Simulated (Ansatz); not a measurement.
input.yaml (Ansatz)

```yaml
crystal:
  lattice:
    - [2.6434871807, 0.0, 0.0]
    - [0.0, 2.6434871807, 0.0]
    - [0.0, 0.0, 2.6434871807]
  atoms:
    - { symbol: Pd, position: [0.0, 0.0, 0.0], spin: 0.5 }
hamiltonian:
  xc: rpbe
  pseudopotentials:
    kind: paw
    azcp:
      Pd: "pseudopotentials/Pd.paw.azcp"
basis:
  ecutwfc: 420
  fft_grid_basis: typed
kpoints:
  mp_grid: { grid: [19, 19, 19], shift: [0, 0, 0] }
magnetization:
  spin_polarized: true
scf:
  occupations: { method: fermi_dirac, width: 0.05 }
```

and its output:

```
Engine: ansatz 0.2.0, x86_64-unknown-linux-gnu
Pseudopotentials: kind: paw
Pseudopotential: Pd, paw, valence charge 18, recommended cutoff 420 eV (normal) 
Functional definition: RPBE
  parameter kappa = 0.804
  parameter beta = 0.06672455060314922
  exchange = rpbe_x(kappa = kappa, mu = beta*pi^2/3)
  correlation = pbe_c(beta = beta)
Crystal: 1 atoms, lattice volume = 18.473 Å³
Basis set: ecut = 420 eV, 365 PW (Γ)
Bands: 14, of which v1, the nominal top of the filled ones, is band 9 counted from 1 (8 counted from 0)
Symmetry: 48 space group operations
Space group: Pm-3m (ITA 221), of the structure as read, at distance tolerance 2.6e-5 Å
Magnetic group: BNS 221.92 (UNI 1594), of the structure as read, at distance tolerance 2.6e-5 Å
k-points: 220 of 6859
Non-local potential: Pd, projectors of the file, l = 0: 2, l = 1: 2, l = 2: 2, l = 3: 1
PAW form: soft (Blöchl's): semilocal exchange-correlation on the pseudo side does not see the compensation charge
PAW frozen core: Pd, regenerated for the run's functional, and the local potential with it (the file was generated under x = pbe(κ = 0.804, μ = 0.2195149727645171), c = pbe(β = 0.06672455060314922))
PAW one-centre angular grid: Pd, 590 points (default); XC on 64 Gauss nodes
Initial density: superposition of atomic densities (chi_scale 0.1, normalization cell)
Starting moments: Σ|m| = 0.5 μB on 1 of 1 site
Initial wavefunctions: pseudopotential atomic-orbital guess
Functional: x = rpbe, c = pbe(β = 0.06672455060314922)
SCF iter   1: F=—  HF=-6980.877504 eV  |F-HF|=—  |Δ(HF+E_count)|=         —  Δρ=7.75e-2 (↑7.75e-2 ↓5.24e-2)  dr2=3.31e0  dr2_m=3.95e-2  M=0.279 μB ∫|m|=0.281 μB  β_m=0.30  ethr=3.10e-3  ⟨swp⟩=5.4  Hψ=32203  notcnv=0
SCF iter   2: F=—  HF=-6980.325652 eV  |F-HF|=—  |Δ(HF+E_count)|=   5.52e-1  Δρ=4.62e-2 (↑4.62e-2 ↓2.80e-2)  dr2=1.03e0  dr2_m=2.91e-2  M=0.232 μB ∫|m|=0.236 μB  β_m=0.30  ethr=3.10e-3  ⟨swp⟩=2.8  Hψ=13432  notcnv=0  defer=181
spin-set hold released at iteration 2 (site moments show no strong build): the magnetisation degrees of freedom join the quasi-Newton model from the next iteration; the mixer history was kept
SCF iter   3: F=—  HF=-6980.096729 eV  |F-HF|=—  |Δ(HF+E_count)|=   2.29e-1  Δρ=1.88e-2 (↑1.49e-2 ↓1.88e-2)  dr2=4.96e-2  dr2_m=2.48e-2  M=0.181 μB ∫|m|=0.187 μB  β_m=0.30  ethr=3.10e-3  ⟨swp⟩=2.1  Hψ=10093  notcnv=0  defer=181
SCF iter   4: F=—  HF=-6980.098898 eV  |F-HF|=—  |Δ(HF+E_count)|=   2.17e-3  Δρ=1.09e-2 (↑1.02e-2 ↓1.09e-2)  dr2=4.35e-4  dr2_m=1.86e-2  M=0.165 μB ∫|m|=0.170 μB  β_m=0.65  ethr=2.76e-4  ⟨swp⟩=2.9  Hψ=14874  notcnv=0  defer=219
SCF iter   5: F=—  HF=-6980.105483 eV  |F-HF|=—  |Δ(HF+E_count)|=   6.59e-3  Δρ=6.50e-3 (↑6.04e-3 ↓6.50e-3)  dr2=9.95e-5  dr2_m=6.62e-3  M=0.112 μB ∫|m|=0.119 μB  β_m=0.82  ethr=2.42e-6  ⟨swp⟩=2.0  Hψ=8958  notcnv=0  defer=219
SCF iter   6: F=—  HF=-6980.108856 eV  |F-HF|=—  |Δ(HF+E_count)|=   3.37e-3  Δρ=1.73e-3 (↑1.73e-3 ↓8.26e-4)  dr2=1.65e-4  dr2_m=2.67e-4  M=0.030 μB ∫|m|=0.037 μB  β_m=0.91  ethr=5.53e-7  ⟨swp⟩=2.2  Hψ=9956  notcnv=0  defer=219
SCF iter   7: F=—  HF=-6980.109122 eV  |F-HF|=—  |Δ(HF+E_count)|=   2.66e-4  Δρ=3.06e-4 (↑1.32e-4 ↓3.06e-4)  dr2=7.21e-6  dr2_m=7.61e-6  M=0.004 μB ∫|m|=0.006 μB  β_m=0.96  ethr=5.53e-7  ⟨swp⟩=2.1  Hψ=9360  notcnv=0  defer=219
SCF iter   8: F=—  HF=-6980.109133 eV  |F-HF|=—  |Δ(HF+E_count)|=   1.10e-5  Δρ=5.15e-5 (↑5.15e-5 ↓4.61e-5)  dr2=4.57e-8  dr2_m=3.83e-7  M=0.001 μB ∫|m|=0.001 μB  β_m=0.98  ethr=5.56e-10  ⟨swp⟩=1.5  Hψ=18396  notcnv=0
SCF iter   9: F=—  HF=-6980.109133 eV  |F-HF|=—  |Δ(HF+E_count)|=   6.18e-7  Δρ=7.02e-6 (↑7.02e-6 ↓4.02e-6)  dr2=1.33e-8  dr2_m=2.24e-9  M=0.000 μB ∫|m|=0.000 μB  β_m=0.99  ethr=2.54e-10  ⟨swp⟩=3.0  Hψ=14198  notcnv=0
SCF iter  10: F=—  HF=-6980.109133 eV  |F-HF|=—  |Δ(HF+E_count)|=  4.51e-10  Δρ=6.21e-7 (↑6.21e-7 ↓3.28e-7)  dr2=1.89e-11  dr2_m=3.55e-11  M=-0.000 μB ∫|m|=0.000 μB  β_m=0.99  ethr=7.40e-11  ⟨swp⟩=2.0  Hψ=11935  notcnv=0
SCF iter  11: F=-6980.109133 eV  HF=-6980.109133 eV  |F-HF|=9.09e-13  |Δ(HF+E_count)|=  8.46e-11  Δρ=1.02e-7 (↑6.06e-8 ↓1.02e-7)  dr2=7.59e-13  dr2_m=7.65e-13  M=-0.000 μB ∫|m|=0.000 μB  ethr=1.00e-12  ⟨swp⟩=2.0  Hψ=11969  notcnv=0
SCF 1 converged in 11 iterations: F = -6980.109133 eV  dr2 = 7.59e-13
WARN: the starting moments were not kept: the SCF closed with an absolute magnetisation of 1.6e-6 μB, where they sum to 0.5 μB in size (1 site). That is at most 0.1 of that sum. Measured as dr2_m measures the in/out step, that magnetisation stands 1.3e-12 eV from none, at or under the dr2_threshold of 1.0e-7 eV: it is no larger than a step whose dr2_m would equal this threshold. The system may hold no moment; this SCF shows only that its start led to no more than that. To try another start: raise the starting moments (crystal.atoms[].spin, magnetization.per_species, magnetization.initial_magnetization, or on a non-collinear deck that types none of these the spinor_matrix: blocks that start its atoms; where the total moment is fixed, keep their sum and leave initial_magnetization as it is; typed ones take the place of any that the run laid by itself, positive ones on a crystal's lanthanoids without a Hubbard term where scf.initial_density.shell_occupations: [] is typed) or, if the notice of its spin-set hold's release reads "site moments contracting" or "site moments show no strong build", lengthen the hold (scf.mixing.spin_hold: { on: { confirm: 4 } }; for m-r²SCAN on two components see the key's manual first). Each may lead to a state that holds a moment. A second SCF, from the converged charge density, with the starting moments and any scf.initial_density.shell_occupations laid on it anew, would have followed, and was not run: the deck does not ask for one (magnetization.retry_lost_moments is false, the default). To let it run, set magnetization.retry_lost_moments: true and run the deck again, where that key's refused combinations let it; where memory then withholds it, that run's warning says so.
SCF converged after 11 iterations
Magnetization: -0.0000 μB (9.0000 up, 9.0000 down)
Absolute magnetization: 0.0000 μB (∫|ρ↑−ρ↓|, with the PAW one-centre terms)
Spin contamination: 0.0000 ħ² per cell (⟨S²⟩ above its minimum at these occupations)
Per-site moments (μB) at R_I (Å): [(-1.1162398903369574e-6, 1.0904384620387502)]
Free energy (F): -6980.109133 eV
Harris-Foulkes:  -6980.109133 eV  (|F-HF|=9.09e-13)
Internal energy: -6980.096200 eV  (E = F + TS)
E sigma→0 (E₀):  -6980.102667 eV
Entropy (-TS):   -0.012933 eV (-12.933 meV/atom)
Fermi energy:    14.845668 eV
--- Per-component energies (eV) ---
  E_band       = -218.819205
  E_kinetic    = 513.936929
  E_local      = -2151.839886  (includes V_loc(G=0)·N_el)
  E_nonlocal   = 217.106217
  E_hartree    = 871.211594
  E_xc         = -167.996931
  E_vxc        = -210.241794  (∫ρ·V_xc dr)
  E_paw        = -3758.635176  (= ΣΔE_a)
  E_vpaw       = -330.204064  (= ΣTr[D̂ρ^β])
  E_aug_tail   = 0.000163  (compensation charges beyond the density's cutoff)
  E_ewald      = -2503.770268
  E_core_change = -0.108841  (= ΣΔE_core)
  E_smearing   = -0.012933  (= −TS)
  E_closure    = -0.000000  (closes the sum)
  Σ components = -6980.109133   (vs F -6980.109133, Δ=0.00e0)
```

Launched by

```sh
ansatz run input.yaml --threads 2 --pin off --max-ram 5120MiB --backend cpu --events-out ev --progress --plain --runs-dir out
```

On 2 threads of Intel(R) Xeon(R) 6975P-C (Granite Rapids) (shared host) this took about 3.7 s of wall time and 6.3 s of CPU time.
